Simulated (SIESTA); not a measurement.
# CuAu under changes of volume

One of the cells (15.351 Å³/atom); the others are scaled copies at fixed shape and fractional positions:

```
Au Cu
1.0
     1.44306    0.83315    4.25617
    -1.44306    0.83315    4.25617
     0.00000   -1.66630    4.25617
Au Cu
1 1
Direct
  0.00000 0.00000 0.00000
  0.50000 0.50000 0.50000
```

The cell comes from a database or a generator and needn't be the stable form of this composition.

```yaml
Program: SIESTA 5.4.2
Functional: LDA
Potentials_or_basis: PseudoDojo 0.4 standard (LDA files)
Basis: DZP (energy shift 0.003 Ry; two zetas on semicore shells)
Grid_cutoff: 800 Ry
Energy_shift: 0.003 Ry
k_mesh: 11 × 11 × 11
Occupations: fermi-dirac, width 0.05 eV
Spin: no spin polarisation
```

```csv
volume (Å³/atom),energy over the lowest point (meV/atom),pressure (GPa)
14.430,0.00,-4.1
14.737,?,?
15.044,27.87,-10.1
15.351,49.74,-12.6
15.658,75.94,-14.7
15.965,105.84,-16.5
16.272,139.08,-18.1
```

Task: What does the run at 14.737 Å³/atom give?

Result: Energy over the lowest point 11.08 meV/atom; pressure -7.3 GPa.

Worked out: A Birch-Murnaghan fit of order 3 (a polynomial in V^(-2/3)) to the other rows has its minimum at 14.09 Å³/atom, just outside them, with B0 = V·E''(V) = 185 GPa and B' = 5.4 at fixed shape and positions, which overstates the stiffness. It gives 11.05 meV/atom at 14.737 Å³/atom, against the run's 11.08, and -dE/dV = -7.3 GPa, against -7.3.

Energies are extrapolated to zero smearing.

Caveats: short orbitals over semicore shells can move pressures by several GPa; the basis of atomic orbitals isn't converged, which shifts pressures, moduli and gaps.
